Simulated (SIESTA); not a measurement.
# Sn under changes of volume

One of the cells (33.803 Å³/atom); the others are scaled copies at fixed shape and fractional positions:

```xyz
2
Lattice="0.0000 3.2333 3.2333 3.2333 0.0000 3.2333 3.2333 3.2333 0.0000" Properties=species:S:1:pos:R:3 pbc="T T T"
Sn    4.8500    4.8500    4.8500
Sn    3.2333    3.2333    3.2333
```

This isn't the form of Sn at room conditions, which is tetragonal (white tin).

* Program: SIESTA 5.4.2
* Functional: PBE
* Potentials or basis: PseudoDojo 0.4 standard (PBE files)
* Basis: DZP (energy shift 0.01 Ry)
* Grid cutoff: 500 Ry
* Energy shift: 0.01 Ry
* k mesh: 7 × 7 × 7
* Occupations: fermi-dirac, width 0.05 eV
* Spin: no spin polarisation

```tsv
volume (Å³/atom)	energy over the lowest point (meV/atom)	pressure (GPa)
31.775	?	?
32.451	76.84	6.2
33.127	53.20	5.0
33.803	35.16	4.0
34.479	20.05	3.2
35.155	8.37	2.4
35.831	0.00	1.7
```

Task: What does the run at 31.775 Å³/atom give?

Result: Energy over the lowest point 105.61 meV/atom; pressure 7.4 GPa.

Worked out: A Birch-Murnaghan fit of order 3 (a polynomial in V^(-2/3)) to the other rows has no minimum within the range. It gives 105.28 meV/atom at 31.775 Å³/atom, against the run's 105.61, and -dE/dV = 7.5 GPa, against 7.4.

Energies are extrapolated to zero smearing.

Caveats: semicore shells carry a single zeta, which can move pressures by several GPa and volumes by a few percent; the basis of atomic orbitals isn't converged, which shifts pressures, moduli and gaps.
